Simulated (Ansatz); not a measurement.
# Relaxation of GeSe, part 2 of 2

Wanted: the geometry at rest of GeSe (a database entry, slightly rescaled), relaxing the atoms in a fixed cell, and its electronic structure there.

Ansatz 0.2.0; DFT, r2SCAN, no spin polarisation, plane waves, PAW. Relaxing the atoms in a fixed cell. The steps go on from the part before.

## (3) More of the same log

Output, continued:

```text
SCF iter   2: F=-39125.604289 eV  HF=-39125.604208 eV  |F-HF|=8.10e-5  |Δ(HF+E_count)|=   8.34e-3  Δρ=8.42e-4  dr2=5.12e-4  dr2_τ=1.07e-5  ethr=2.52e-6  ⟨swp⟩=2.0  Hψ=3705  notcnv=0  defer=75
SCF iter   3: F=-39125.604354 eV  HF=-39125.604321 eV  |F-HF|=3.28e-5  |Δ(HF+E_count)|=   1.13e-4  Δρ=2.77e-4  dr2=7.29e-5  dr2_τ=2.54e-6  ethr=4.27e-7  ⟨swp⟩=3.0  Hψ=4305  notcnv=0  defer=75
SCF iter   4: F=-39125.604417 eV  HF=-39125.604419 eV  |F-HF|=2.12e-6  |Δ(HF+E_count)|=   9.79e-5  Δρ=6.66e-5  dr2=7.44e-6  dr2_τ=2.50e-7  ethr=6.08e-8  ⟨swp⟩=2.0  Hψ=4149  notcnv=0  defer=75
SCF iter   5: F=-39125.604421 eV  HF=-39125.604421 eV  |F-HF|=3.69e-7  |Δ(HF+E_count)|=   1.21e-6  Δρ=2.66e-5  dr2=1.10e-6  dr2_τ=1.29e-8  ethr=6.20e-9  ⟨swp⟩=2.0  Hψ=4149  notcnv=0  defer=75
SCF iter   6: F=-39125.604421 eV  HF=-39125.604421 eV  |F-HF|=4.34e-8  |Δ(HF+E_count)|=   5.61e-7  Δρ=5.95e-6  dr2=5.69e-8  dr2_τ=1.61e-9  ethr=8.33e-11  ⟨swp⟩=11.0  Hψ=14808  notcnv=0
SCF 4 converged in 6 iterations: F = -39125.604421 eV  dr2 = 5.69e-8
relax step   4: F+E_penalty+E_count = -39125.60442111 eV  Δ(F+E_penalty+E_count) = -8.696e-4 eV  max|allowed force component| = 1.545e-2 eV/Å  Δτ_max = 0.0194 Å  (6 SCF iters, accepted)
iter 1 solved again at ethr=4.74e-11 eV; its pass at ethr=3.10e-3 eV (dr2=5.69e-8 eV) is discarded
SCF iter   1: F=-39125.604421 eV  HF=-39125.604421 eV  |F-HF|=4.34e-8  |Δ(HF+E_count)|=         —  Δρ=5.95e-6  dr2=5.69e-8  dr2_τ=1.61e-9  ethr=4.74e-11  ⟨swp⟩=1.0  Hψ=6791  notcnv=0
preconditioner: auto → Resta (q_TF=auto, 2.547 Å⁻¹)  ε∞=4.1  [insulator: Δε(μ)=0.914 eV  Ē_g=9.897 eV  σ=0.100 eV  W_gap=0.98  n_scr=56 (ndim 8)  ℏωp=17.4 eV  f_vac=0.001  D(μ)=0.02/eV (n_scr^D=0)  ε∞_Penn≈4.1]
SCF iter   2: F=-39125.604421 eV  HF=-39125.604421 eV  |F-HF|=2.57e-8  |Δ(HF+E_count)|=   3.20e-8  Δρ=3.62e-6  dr2=2.39e-8  dr2_τ=3.36e-10  ethr=4.74e-11  ⟨swp⟩=6.7  Hψ=10902  notcnv=0
SCF 5 converged in 2 iterations: F = -39125.604421 eV  dr2 = 2.39e-8
SCF converged after 2 iterations
Free energy (F): -39125.604421 eV
Harris-Foulkes:  -39125.604421 eV  (|F-HF|=2.57e-8)
Internal energy: -39125.603325 eV  (E = F + TS)
E sigma→0 (E₀):  -39125.603873 eV
Entropy (-TS):   -0.001096 eV (-0.137 meV/atom)
Fermi energy:    9.115823 eV
--- Per-component energies (eV) ---
  E_band       = -2150.009749
  E_kinetic    = 913.982195
  E_local      = -18719.672204  (includes V_loc(G=0)·N_el)
  E_nonlocal   = -718.464945
  E_hartree    = 8735.043887
  E_xc         = -669.379153
  E_vxc        = -693.932680  (∫ρ·V_xc dr)
  E_paw        = -15816.764334  (= ΣΔE_a)
  E_vpaw       = -438.003671  (= ΣTr[D̂ρ^β])
  E_aug_tail   = -0.000779  (compensation charges beyond the density's cutoff)
  E_vtau       = 35.995850  (kinetic-family band-sum trace: ∫τ·v_τ [+ j·A + Jᵃ·Aᵃ] dr)
  E_ewald      = -12838.945849
  E_core_change = -11.402144  (= ΣΔE_core)
  E_smearing   = -0.001096  (= −TS)
  E_closure    = -0.000000  (closes the sum)
  Σ components = -39125.604421   (vs F -39125.604421, Δ=0.00e0)
--- Forces (eV/Å), atoms counted from 1 ---
  atom   1  Se     0.00961173     0.00000000    -0.00157714
  atom   2  Se    -0.00961173     0.00000000    -0.00157714
  atom   3  Se     0.00961173     0.00000000     0.00157714
  atom   4  Se    -0.00961173     0.00000000     0.00157714
  atom   5  Ge    -0.01544685     0.00000000     0.00199785
  atom   6  Ge     0.01544685     0.00000000     0.00199785
  atom   7  Ge    -0.01544685     0.00000000    -0.00199785
  atom   8  Ge     0.01544685     0.00000000    -0.00199785
  max |Σ_I F_I| component: 0.00e0 eV/Å
--- Stress (GPa, compression-positive) ---
        2.429030       0.000000       0.000000
        0.000000       1.964977       0.000000
        0.000000       0.000000       2.552537
  P = ⅓ Tr σ = 2.3155 GPa (23.155 kbar)
--- Band table (eV; the first three rows and the last of 32) ---
  k-point 0: bands = ["-39.8604", "-39.8603", "-39.8602", "-39.8600", "-39.8581", "-39.8580", "-39.8576", "-39.8575", "-39.8175", "-39.8172", "-39.8171", "-39.8168", "-39.8139", "-39.8137", "-39.8136", "-39.8133", "-39.7999", "-39.7998", "-39.7992", "-39.7991", "-16.5668", "-16.5633", "-16.5610", "-16.5597", "-16.5594", "-16.5590", "-16.5575", "-16.5574", "-16.5290", "-16.5274", "-16.5220", "-16.5210", "-16.5200", "-16.5167", "-16.5039", "-16.5004", "-16.4977", "-16.4965", "-16.4943", "-16.4933", "-6.6316", "-6.2362", "-5.1269", "-4.4900", "0.2402", "0.9031", "2.6358", "3.0501", "3.2001", "4.6116", "4.8553", "4.9019", "4.9647", "5.4284", "6.3328", "6.6700", "7.0306", "7.5691", "7.7628", "8.5555", "9.5486", "11.4383", "11.5564", "11.6290", "11.8559", "12.2684", "12.4140", "13.1864", "13.9453", "14.4902", "14.7515", "15.0939"]
  k-point 1: bands = ["-39.8604", "-39.8602", "-39.8602", "-39.8601", "-39.8580", "-39.8579", "-39.8576", "-39.8575", "-39.8175", "-39.8172", "-39.8171", "-39.8168", "-39.8139", "-39.8137", "-39.8136", "-39.8134", "-39.7999", "-39.7997", "-39.7993", "-39.7992", "-16.5663", "-16.5629", "-16.5613", "-16.5601", "-16.5595", "-16.5594", "-16.5578", "-16.5577", "-16.5281", "-16.5264", "-16.5221", "-16.5209", "-16.5198", "-16.5170", "-16.5037", "-16.5007", "-16.4977", "-16.4963", "-16.4948", "-16.4935", "-6.4931", "-6.1060", "-5.1306", "-4.5591", "-0.1828", "0.7560", "1.8105", "2.5502", "3.2115", "4.9538", "5.1288", "5.5108", "5.5765", "5.6647", "6.3920", "7.0170", "7.1086", "7.3072", "8.0369", "8.4330", "9.6816", "10.9843", "11.4498", "11.5628", "11.8035", "11.8338", "12.7470", "12.7490", "13.1902", "14.0208", "14.4283", "14.6016"]
  k-point 2: bands = ["-39.8603", "-39.8602", "-39.8602", "-39.8601", "-39.8579", "-39.8578", "-39.8577", "-39.8576", "-39.8174", "-39.8171", "-39.8171", "-39.8168", "-39.8138", "-39.8137", "-39.8135", "-39.8134", "-39.7998", "-39.7996", "-39.7994", "-39.7993", "-16.5648", "-16.5618", "-16.5616", "-16.5612", "-16.5606", "-16.5594", "-16.5588", "-16.5584", "-16.5260", "-16.5241", "-16.5226", "-16.5209", "-16.5193", "-16.5177", "-16.5031", "-16.5013", "-16.4975", "-16.4957", "-16.4957", "-16.4941", "-6.1122", "-5.7469", "-5.2453", "-4.8156", "-0.6315", "0.4859", "0.5673", "1.6282", "3.6828", "5.3314", "5.5784", "5.9741", "6.4339", "6.4488", "6.5047", "6.8621", "7.0404", "8.0664", "8.1696", "8.6345", "10.0226", "10.3081", "10.5085", "11.0311", "11.1655", "11.9074", "11.9847", "12.1594", "12.6842", "13.2097", "13.8211", "15.1472"]
  k-point 31: bands = ["-39.8604", "-39.8604", "-39.8604", "-39.8604", "-39.8573", "-39.8573", "-39.8573", "-39.8573", "-39.8171", "-39.8171", "-39.8171", "-39.8171", "-39.8138", "-39.8138", "-39.8138", "-39.8138", "-39.7993", "-39.7993", "-39.7993", "-39.7993", "-16.5683", "-16.5683", "-16.5683", "-16.5683", "-16.5526", "-16.5526", "-16.5526", "-16.5526", "-16.5249", "-16.5249", "-16.5249", "-16.5249", "-16.5128", "-16.5128", "-16.5128", "-16.5128", "-16.4917", "-16.4917", "-16.4917", "-16.4917", "-4.7528", "-4.7528", "-4.7528", "-4.7528", "0.3038", "0.3038", "0.3038", "0.3038", "3.6224", "3.6224", "3.6224", "3.6224", "4.3522", "4.3522", "4.3522", "4.3522", "7.0713", "7.0713", "7.0713", "7.0713", "11.4966", "11.4966", "11.4966", "11.4966", "13.9696", "13.9696", "13.9696", "13.9696", "15.9934", "15.9934", "15.9934", "15.9934"]
--- Relaxed structure (4 steps of the walk, 4 accepted, 0 SCFs on fresh bases) ---
  F+E_penalty+E_count = -39125.60442111 eV   max|allowed force component| = 1.545e-2 eV/Å
  atoms:
    - { symbol: Se, position: [0.14684206743954556, 0.75, 0.4906789544979703] }
    - { symbol: Se, position: [0.35315793256045447, 0.25, 0.9906789544979702] }
    - { symbol: Se, position: [0.6468420674395454, 0.75, 0.009321045502029753] }
    - { symbol: Se, position: [0.8531579325604544, 0.25, 0.5093210455020297] }
    - { symbol: Ge, position: [0.3775779203667436, 0.75, 0.6078335401099443] }
    - { symbol: Ge, position: [0.12242207963325627, 0.25, 0.10783354010994421] }
    - { symbol: Ge, position: [0.8775779203667436, 0.75, 0.8921664598900556] }
    - { symbol: Ge, position: [0.6224220796332562, 0.25, 0.3921664598900558] }
--- Löwdin populations: 8 sites ---
  site symbol       q [e]
     0     Se     16.1082
     1     Se     16.1082
     2     Se     16.1082
     3     Se     16.1082
     4     Ge     13.8254
     5     Ge     13.8254
     6     Ge     13.8254
     7     Ge     13.8254
  spilling = 0.002214 (of n_electrons = 120.000000)
--- Bader charges: 8 sites ---
  site symbol  charge [e]  shift [e]
     0     Se     -0.6902     0.0014
     1     Se     -0.6902     0.0014
     2     Se     -0.6902     0.0014
     3     Se     -0.6902     0.0014
     4     Ge      0.6902     0.0014
     5     Ge      0.6902     0.0014
     6     Ge      0.6902     0.0014
     7     Ge      0.6902     0.0014
  estimated error of the sums over rays = 3.6e-4 e
```

It took 2.8 min on 2 threads of Arm Neoverse V2, shared host; peak memory 1.2 GiB.

Relaxation path:

| step | energy from step 1 (eV/cell) | largest force component (eV/Å) |
| --- | --- | --- |
| 1 | 0.0000 | 0.1129 |
| 2 | -0.0049 | 0.0655 |
| 3 | -0.0073 | 0.0339 |
| 4 | -0.0082 | 0.0155 |

Step 1 is the start.

The largest move, 0.03 Å, is shared by several atoms, Se3 among them.

## (4) Total and projected density of states

Counts of states in windows (eV from the Fermi level; tetrahedra), total and projected:

| from | to | total | Ge s | Ge p | Se p |
| --- | --- | --- | --- | --- | --- |
| -5.0 | -4.5 | 2.07 | 0.07 | 0.69 | 1.27 |
| -4.5 | -4.0 | 2.64 | 0.09 | 0.80 | 1.69 |
| -4.0 | -3.5 | 2.58 | 0.10 | 0.76 | 1.66 |
| -3.5 | -3.0 | 2.67 | 0.11 | 0.72 | 1.78 |
| -3.0 | -2.5 | 2.58 | 0.12 | 0.57 | 1.82 |
| -2.5 | -2.0 | 2.57 | 0.25 | 0.65 | 1.62 |
| -2.0 | -1.5 | 2.89 | 0.46 | 0.74 | 1.61 |
| -1.5 | -1.0 | 2.12 | 0.42 | 0.47 | 1.19 |
| -1.0 | -0.5 | 0.92 | 0.19 | 0.15 | 0.56 |
| -0.5 | 0.0 | 0.00 | 0.00 | 0.00 | 0.00 |
| 0.0 | 0.5 | 0.00 | 0.00 | 0.00 | 0.00 |
| 0.5 | 1.0 | 0.27 | 0.02 | 0.18 | 0.04 |
| 1.0 | 1.5 | 1.54 | 0.12 | 0.94 | 0.29 |
| 1.5 | 2.0 | 2.25 | 0.12 | 1.37 | 0.50 |

On the mesh the valence top lies at -0.48 eV and the conduction bottom at 0.43 eV on this scale.

## (5) Charges

By element, from the tables in the log (a charge is positive for electrons lost): Löwdin charges also hold the electrons that the projection spills.

| element | atoms | Bader charge (e) | Bader volume (Å³) | Löwdin charge (e) |
| --- | --- | --- | --- | --- |
| Se | 4 | -0.69 | 26.4 | -0.11 |
| Ge | 4 | +0.69 | 19.0 | +0.18 |

Löwdin charges rest on a small set of atomic orbitals that misses 0.2 % of the electrons, so they need not add up to the cell's charge and can differ from Bader's even in sign.

## (6) Maps of the fields

Maps in the plane spanned by a and c at height 0.750 along b (axes of the input's cell), one cell: a runs left to right (26 points from zero), c bottom to top (13 points), 90° apart. Inside the augmentation spheres the fields are the smooth ones.

Valence density. Ten steps from '0' (0.03 e/Å³) to '9' (51.90 e/Å³), finer at the low end (step k begins (100^(k/10) - 1)/99 of the way up):
```
00000000000000025631127941
00000000000000012211016941
00000000012100001100013420
00111100146310000000001100
00134211279510000000000000
00268411157310000000000000
00279511123100000000000000
00145310001000000000000000
00112100000000000000000000
00001000000000001110000000
00000000000000012321000000
00000000000000026741001110
00000000000000027951113521
```

ELF. Ten even steps from '0' (0.01) to '9' (0.86):
```
71000000122101897489630026
50133211223310799998530026
21688742233441289986322145
05999874310353036652122333
18997896300166001100012220
29952797400377100000001100
28941697444686000000000000
17875886456882001210000000
04788873146730035652000000
01477741001100268876202331
10134310000000688787435787
40001000000002895278645679
70000000000002894169742157
```

Atoms within 0.2 Å of the plane, in fractions of a and c: Se at (0.15, 0.49), Se at (0.65, 0.01), Ge at (0.38, 0.61), Ge at (0.88, 0.89).

Along short contacts, where the density is least:

| contact | length (Å) | minimum at (fraction) | density (e/Å³) | ELF |
| --- | --- | --- | --- | --- |
| Se1–Ge5 | 2.546 | 0.55 | 0.441 | 0.58 |

```
fraction  Se1–Ge5
     0.2     5.59
     0.3     1.26
     0.4    0.664
     0.5    0.466
     0.6    0.464
     0.7    0.872
     0.8     4.21
```

(Smooth valence density in e/Å³ at fractions of each contact.)

## (7) Results

This closing draws on all 2 parts.

| quantity | value |
| --- | --- |
| moves | 3 |
| energy gained | 1.0 meV/atom |
| largest move | 0.03 Å (Se) |
| space group (0.01 Å), before / after | Pnma / Pnma |
| pressure left in the fixed cell | 2.3 GPa |
| gap (mesh) | 0.91 eV, indirect |
| least direct gap | 0.99 eV |
| Bader charges | Se -0.69, Ge +0.69 e |

**Reading.** In the fixed cell the largest move of an atom is 0.03 Å; the energy fell by 1.0 meV per atom. The fixed cell still holds a mean pressure of 2.3 GPa, so it would expand if let free. The run held to 8 symmetry operations, so a lower structure without them is not ruled out. The levels show a gap of 0.91 eV, with the least direct gap at 0.99 eV; within 0.7 eV of the edges the states project mainly on Se p (59 %), Ge s (20 %) and Ge p (18 %) below and Ge p (62 %) and Se p (17 %) above. Gaps from semilocal functionals tend to lie below the measured ones. By Bader's partition Ge gives up most (+0.69 e) and Se takes most (-0.69 e).

Keep in mind: the SCF threshold is loose for a stress.
